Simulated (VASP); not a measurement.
# CdSe: convergence, self-consistent run

CdSe, P6_3mc (no. 186), 4 atoms in the cell. HSE06; PAW potentials Cd, Se (PBE set). VASP 6.6.1.

Wanted: energy within 0.2 meV/atom; levels at the zone centre within 0.003 eV.

What the run is for: comparing ways to start; Accuracy asked: tight.

Levels at the zone centre: counted from the valence top at that point.

POSCAR:
```
CdSe
1.0
    4.3000000000      0.0000000000      0.0000000000
   -2.1500000000      3.7239092363      0.0000000000
    0.0000000000      0.0000000000      7.0200000000
Cd Se
2 2
Direct
    0.6666666667      0.3333333333      0.5000000000
    0.3333333333      0.6666666667      0.0000000000
    0.6666666667      0.3333333333      0.8850000000
    0.3333333333      0.6666666667      0.3850000000
```

## How the run starts (with a second run first, the time holds both)

| How the run starts (with a second run first, the time holds both) | Energy less reference (meV/atom) | Levels at the zone centre, largest deviation (eV) | Time (s) |
|---|---|---|---|
| from scratch: 20 SCF iterations | 0.00 | 0.0000 | 865 |
| PBE orbitals (WAVECAR): 13 + 10 SCF iterations | 0.00 | 0.0003 | 570 |
| PBE density (CHGCAR): 13 + 14 SCF iterations | 0.00 | 0.0004 | 579 |
| loose PBE orbitals: 10 + 10 SCF iterations | 0.00 | 0.0003 | 599 |
| coarse exchange grid first: 13 + 6 + 6 SCF iterations | 0.00 | 0.0002 | 442 |

Chosen: coarse exchange grid first: 13 + 6 + 6 SCF iterations, the fastest of those that stay within half of the tolerance.

## All choices together

| Input | Energy less reference (meV/atom) | Levels at the zone centre, largest deviation (eV) | Time (s) |
|---|---|---|---|
| chosen settings | 0.00 | 0.0002 | 442 |
| reference settings throughout | 0.00 | 0.0000 | 865 |

The tolerance is met.

Values of the reference run: Levels at the zone centre: -0.0018, 0, 1.678 eV from the valence top at Gamma.

## The input

INCAR.step1:
```
ALGO = Normal
EDIFF = 1E-5
EFERMI = MIDGAP
ENCUT = 400
GGA = PE
GGA_COMPAT = False
ISIF = 2
ISMEAR = 0
LASPH = True
LCHARG = True
LREAL = False
LWAVE = True
NELM = 120
PREC = Accurate
SIGMA = 0.03
```

INCAR.step2, as INCAR.step1 but for:
```
- EDIFF = 1E-5
+ EDIFF = 1E-4
+ HFSCREEN = 0.2
+ ISTART = 1
+ LHFCALC = True
+ NKRED = 2
+ PRECFOCK = Fast
```

INCAR.step3, as INCAR.step2 but for:
```
- EDIFF = 1E-4
- LCHARG = True
- LWAVE = True
- NKRED = 2
- PRECFOCK = Fast
+ EDIFF = 1E-6
+ LCHARG = False
+ LWAVE = False
+ PRECFOCK = Normal
```

KPOINTS:
```
k-points
0
Gamma
  4 4 2
```

Commands (each step's output is kept before the next begins):
```
cat potpaw_PBE.64/Cd/POTCAR potpaw_PBE.64/Se/POTCAR > POTCAR
cp INCAR.step1 INCAR
mpirun -np 1 vasp_std > vasp.out
cp INCAR.step2 INCAR
mpirun -np 1 vasp_std > vasp.out
cp INCAR.step3 INCAR
mpirun -np 1 vasp_std > vasp.out
```

The chosen input took VASP 6.6.1 442 s on 1 core (AMD EPYC 9R45 (Zen 5)), a shared host.
